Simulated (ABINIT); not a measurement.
BAs: single point with PBE

Crystal: BAs.

```xyz
2
Lattice="0.0000 2.3885 2.3885 2.3885 0.0000 2.3885 2.3885 2.3885 0.0000" Properties=species:S:1:pos:R:3 pbc="T T T"
As    3.5827    3.5827    3.5827
B     0.0000    0.0000    0.0000
```

| Item | Value |
| --- | --- |
| Program | ABINIT 10.8.3 (patched build) |
| Task | single point |
| Functional | PBE |
| Potentials or basis | PseudoDojo NC SR PBE v0.4.1 standard |
| Cutoff | 1143 eV |
| k mesh | 8 × 8 × 8 |
| Occupations | fermi-dirac, width 0.05 eV |
| Spin | no spin polarisation |

```json
{"Pressure": "2.7 GPa", "Band gap on the k mesh": "1.21 eV, indirect (least direct gap 3.29 eV)", "Valence electrons inside the program's atomic spheres": "As 12.48; B 2.57"}
```

Levels at points of the mesh, in eV from the valence-band top:
```tsv
k point	band 6	band 7	band 8	band 9	band 10	band 11	band 12	band 13
(0.00, 0.00, 0.00)	-15.40	0.00	0.00	0.00	3.29	3.29	3.29	4.69
(0.50, 0.00, 0.00)	-12.53	-8.77	-1.82	-1.82	2.70	4.81	4.81	8.91
(0.50, 0.50, 0.00)	-11.22	-8.51	-4.07	-4.07	1.45	1.46	11.39	11.39
```

Run time: 10 s on 4 MPI ranks on Arm Neoverse V1, on a shared host, peak memory 0.28 GiB a rank.

A k mesh can miss the band edges. As with any semilocal functional, this PBE gap is likely too small.
